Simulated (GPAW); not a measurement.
Wanted: an ASE script for a GPAW 26.7.0 run.

```
Task                : equation of state
Functional          : revPBE
Dispersion          : D3
Potentials or basis : the program's PAW data sets (release 1.2.1) made for this functional
Cutoff              : 800 eV
Basis               : pw
k mesh              : 11 × 11 × 11
Occupations         : fermi-dirac, width 0.05 eV
Spin                : no spin polarisation
Maxiter             : 150
Eos scales          : [0.94, 0.96, 0.98, 1.0, 1.02, 1.04, 1.06]
```

LiF (Griceite):

```
F Li
1.0
     0.00000    2.01400    2.01400
     2.01400    0.00000    2.01400
     2.01400    2.01400    0.00000
F Li
1 1
Direct
  0.50000 0.50000 0.50000
  0.00000 0.00000 0.00000
```

These files were run (other wordings do the same):

run.py

```python
from ase import Atoms
from ase.calculators.mixing import SumCalculator
from ase.eos import EquationOfState
from ase.io import Trajectory
from ase.units import GPa
from dftd3.ase import DFTD3
from gpaw import GPAW, PW

atoms = Atoms(['F', 'Li'],
              cell=[[0.0, 2.014, 2.014],
                    [2.014, 0.0, 2.014],
                    [2.014, 2.014, 0.0]],
              scaled_positions=[[0.5, 0.5, 0.5],
                                [0.0, 0.0, 0.0]],
              pbc=True)

traj = Trajectory('eos.traj', 'w')
volumes, energies = [], []
for x in [0.94, 0.96, 0.98, 1.0, 1.02, 1.04, 1.06]:
    a = atoms.copy()
    a.set_cell(atoms.cell * x**(1 / 3), scale_atoms=True)
    calc = GPAW(mode=PW(800),
                xc='revPBE',
                kpts={'size': (11, 11, 11), 'gamma': True},
                occupations={'name': 'fermi-dirac', 'width': 0.05},
                nbands=11,
                convergence={'density': 1e-05, 'energy': 1e-05},
                maxiter=150,
                txt=f'eos-{x:.2f}.txt')
    a.calc = SumCalculator([calc, DFTD3(method='revpbe', damping='d3zero')])
    energies.append(a.get_potential_energy())
    volumes.append(a.get_volume())
    p = -a.get_stress()[:3].mean() / GPa
    calc.write(f'eos-{x:.2f}.gpw')
    traj.write(a)
    print(f'{x:.2f} {volumes[-1]:10.4f} A^3 {energies[-1]:14.6f} eV {p:9.3f} GPa', flush=True)

v0, e0, B = EquationOfState(volumes, energies, eos='birchmurnaghan').fit()
print(f'V0 = {v0:.4f} A^3, E0 = {e0:.6f} eV, B0 = {B / GPa:.2f} GPa')
```

Potentials or basis: the program's PAW data sets (release 1.2.1) made for this functional, pw.

Run with:

```bash
$ OMP_NUM_THREADS=1 python run.py
```

It gave:

* Equilibrium volume: 8.34 Å³/atom (rough: see the caveat)
* Bulk modulus: 67 GPa (rough)

Caveat: the data sets keep Ga 3d, Li 1s and Be 1s frozen, and some such compounds lay over 1.5 % in volume off other programs; the points scatter about the fit.

Wall time 83 s on 1 thread of AMD EPYC 7R43 64-Core Processor (Zen 3), on a shared host, peak memory 0.21 GiB.
